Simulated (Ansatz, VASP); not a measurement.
**Pb: VASP beside Ansatz**

```xyz
1
Lattice="3.1452 0.0000 0.0000 0.0000 3.1452 0.0000 0.0000 0.0000 3.1452" Properties=species:S:1:pos:R:3 pbc="T T T"
Pb    0.0000    0.0000    0.0000
```

Alike in both runs: functional LDA; k mesh 10 × 10 × 10; occupations fermi-dirac, width 0.1 eV; no spin polarisation.

Ansatz relaxed the structure, and its values are those at the end. VASP's run is a single point on that final structure, the one shown.

```csv
,VASP,Ansatz
version,VASP 6.6.1,Ansatz 0.2.0
potentials or method,"VASP PAW LDA potentials, release 64 (Pb_d)","plane waves (420 eV) with PAW, scalar-relativistic"
plane-wave cutoff (eV),520,420
valence electrons in the cell,14,14
```

|  | VASP | Ansatz | Ansatz less VASP |
| --- | --- | --- | --- |
| pressure (GPa) | 0.0 | 0.0 | -0.09 |

Ansatz warned: «pseudo_functional_mismatch».

Spin-orbit coupling is left out, which matters for the levels of Pb.
